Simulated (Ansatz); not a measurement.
**AgCl: zone-centre modes**

All numbers below come from DFT PBEsol, scalar-relativistic, plane waves, PAW in Ansatz 0.2.0. Settings: plane waves to 420 eV, k-mesh 10×10×10 (Γ-centred), Gaussian smearing 0.05 eV. No spin polarisation.

Zero of the scan (relaxed at this level; this CsCl-type form isn't the usual structure):

```
CELL_PARAMETERS angstrom
3.33116 0.00000 0.00000
0.00000 3.33116 0.00000
0.00000 0.00000 3.33116
ATOMIC_POSITIONS crystal
Ag 0.00000 0.00000 0.00000
Cl 0.50000 0.50000 0.50000
```

Harmonic modes by finite displacements of 0.02 Å, without the LO–TO term.

(1) At this geometry, is the structure stable against these modes?

(2) List the wavenumbers in cm⁻¹.

Answers

(1) Yes: no mode is imaginary beyond 10 cm⁻¹, and only the three translations lie near zero.

(2) 0, 0, 0, 76, 76, 76.

Cost: 1 run of about 0.061 core-minutes, on AMD EPYC 9R45 (Zen 5) (shared hosts).